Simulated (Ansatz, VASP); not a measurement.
**Two plane-wave programs on Rh**

Contents of INCAR:

```
SYSTEM = Rh
ALGO = Fast ; EDIFF = 1E-6
ENCUT = 520 ; GGA = PE
ISIF = 2 ; ISMEAR = 0
LASPH = .TRUE. ; LCHARG = .FALSE.
LREAL = .FALSE. ; LWAVE = .FALSE.
NBANDS = 14 ; NELM = 60
PREC = Accurate ; SIGMA = 0.15
```

The input KPOINTS:

```
k-points
0
G
  22 22 22
  0 0 0
```

POSCAR

```
Rh
1.0
    0.0000000000      2.2885486484      1.5555265163
    2.2885486484      0.0000000000      1.5555265163
    2.2885486484      2.2885486484      0.0000000000
Rh
1
Direct
    0.0000000000      0.0000000000      0.0000000000
```

Input for Ansatz:

```yaml
crystal:
  lattice:
    - [0.0, 2.2885486484, 1.5555265163]
    - [2.2885486484, 0.0, 1.5555265163]
    - [2.2885486484, 2.2885486484, 0.0]
  atoms:
    - { symbol: Rh, position: [0.0, 0.0, 0.0] }
basis:
  ecutwfc: 420
kpoints:
  mp_grid: { grid: [22, 22, 22] }
hamiltonian:
  xc: pbe
  pseudopotentials: { kind: paw, azcp: { folder: soft_1 } }
scf:
  occupations: { method: gaussian, width: 0.15 }
output:
  forces: true
  stress: true
  eigenvalues: true
```

Alike in both runs: task single point; functional PBE; k mesh 22 × 22 × 22; occupations gaussian, width 0.15 eV; no spin polarisation.

```csv
,VASP,Ansatz
version,VASP 6.6.1,Ansatz 0.2.0
potentials or method,"VASP PAW PBE potentials, release 64 (Rh_pv)","scalar-relativistic, plane waves, PAW"
plane-wave cutoff (eV),520,420
valence electrons in the cell,15,17
```

```csv
,VASP,Ansatz,Ansatz less VASP
gap on the k mesh at the Fermi level (eV),none,none,-
pressure (GPa),-20.4,-20.4,+0.03
largest component of the traceless stress (GPa),4.82,4.86,+0.044
```

A gap of «none» marks a metal or a gap that the smearing closes. The functional is the same, so the differences come from potentials, cutoffs and numerics. The two sets of potentials don't hold the same shells in valence.

Caveats: so large a pressure means that the cell lies far from this level's equilibrium, or that cutoff or potentials fall short (VASP).
